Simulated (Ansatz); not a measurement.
Level of theory: Ansatz 0.2.0, DFT PBE, scalar-relativistic, plane waves, PAW. All cells share a 420 eV cutoff and Γ-centred k meshes spaced at most about 0.3 Å⁻¹ (about 0.25 or finer for metals, 2π included). Cells run with spin keep no moment; the others have no spin polarisation.

All energies are static (0 K, no zero-point motion).

Two forms of Ti4Se were relaxed alike.

A.

```yaml
crystal:
  lattice:
    - [-2.70279, 2.70279, 3.05203]
    - [2.70279, -2.70279, 3.05203]
    - [2.70279, 2.70279, -3.05203]
  atoms:
    - { symbol: Ti, position: [0.04694, 0.04694, 0.38726] }
    - { symbol: Ti, position: [0.65968, 0.65968, 0.61274] }
    - { symbol: Ti, position: [0.34032, 0.95306, 0.00000] }
    - { symbol: Ti, position: [0.95306, 0.34032, 0.00000] }
    - { symbol: Se, position: [0.50000, 0.50000, 0.00000] }
```

B.

```yaml
crystal:
  lattice:
    - [4.64906, 0.00000, 0.00000]
    - [0.00000, 4.64906, 0.00000]
    - [0.00000, 0.00000, 4.64906]
  atoms:
    - { symbol: Ti, position: [0.50000, 0.00000, 0.00000] }
    - { symbol: Ti, position: [0.00000, 0.50000, 0.00000] }
    - { symbol: Ti, position: [0.00000, 0.00000, 0.50000] }
    - { symbol: Ti, position: [0.50000, 0.50000, 0.50000] }
    - { symbol: Se, position: [0.00000, 0.00000, 0.00000] }
```

Problem. Which form is favoured at zero pressure, and by what margin per atom?

Solution. A is lower, by 0.44 eV/atom. A has space group I-42m (No. 121), 17.8 Å³/atom and no gap on its mesh; B has space group Pm-3m (No. 221), 20.1 Å³/atom and no gap. Counting Ti atoms around Se (those within 1.25 times the shortest such distance or 1.15 times the sum of covalent radii), A has Se 8 and B has Se 6. The denser one is the lower, and pressure would at first widen the difference. In A, Ti has 2 Se at 2.51–2.62 Å, 2 Ti at 2.75 Å and 7 Ti at 2.96–3.17 Å; Se is surrounded by 8 Ti at 2.51–2.62 Å. In B, Ti on a site of symmetry 4/mmm is surrounded by 2 Se at 2.32 Å and 12 Ti at 3.29 Å; around Ti on a site of symmetry m-3m lie 12 Ti at 3.29 Å; Se is surrounded by 6 Ti at 2.32 Å. Both come from invented guesses.

Cells relaxed within their symmetry can be saddle points.

The margin of 0.44 eV/atom for A mainly reflects how poorly selenium fits the holes of B. B is an fcc titanium array with Se in an octahedral hole, an arrangement suited to small interstitials such as nitrogen or carbon. Its cubic symmetry ties the Ti–Se and Ti–Ti distances to a single lattice parameter, so the relaxed cell is a poor compromise: Ti–Se is squeezed to 2.32 Å, while Ti–Ti is stretched to 3.29 Å, well beyond the spacing in elemental titanium. A escapes this conflict by giving Se eight Ti neighbours at ordinary bonding distances while keeping many short Ti–Ti contacts. Better Ti–Se bonding and stronger d–d overlap probably both contribute to its lower energy, though the total energies do not separate them. The absence of a gap in either form fits the composition, since selenium can take up only a small share of the titanium valence electrons. The preference for A is only relative to B and does not show that Ti4Se would resist separating into titanium and a selenium-richer phase.
